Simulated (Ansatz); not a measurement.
Hf2Si: how the energy converges with the cutoff

Hf2Si, P1, a = 5.286 Å, b = 5.348 Å, c = 5.298 Å, α, β, γ = 104.8°, 103.6°, 121.1°. Ansatz: PBEsol, PAW, cutoff varied, Γ-centred 8×8×6 mesh on 6 atoms, Gaussian smearing 0.10 eV; no spin polarisation. Single points at one geometry with displaced atoms, the cutoff alone changed; ΔE is the energy at zero smearing over the run at 600 eV. The runs up to 350 eV lie under the cutoff recommended for these PAW datasets.

```
cutoff (eV)  ΔE (meV/atom)
        200        3841.33
        250         658.29
        300          65.31
        350              ?
        420           0.91
```

Task: Assume ΔE falls exponentially with the cutoff, fit y = ln ΔE against x, the cutoff in eV, to the other rows, and predict the missing value.

Result: y = 8.254, 6.490, 4.179, -0.094. Means x = 292.5, y = 4.7073; Σ(Δx)² = 26675, ΣΔxΔy = -1020; the slope is their ratio. y = 15.89 − 0.03824 x, a factor of ten per 60 eV. At 350 eV this gives ΔE = 12.26 meV/atom. The run gave 4.92, a ratio of 2.49. Between neighbouring rows the decay runs from a factor of ten per 45 eV to one per 96 eV, so one exponential is only a rough guide. The fast fall gives way to a slow tail.

Cost: 6 runs of about 21 core-minutes in all, on Intel Xeon Processor @ 2.50GHz (Skylake/Cascade Lake) (shared hosts).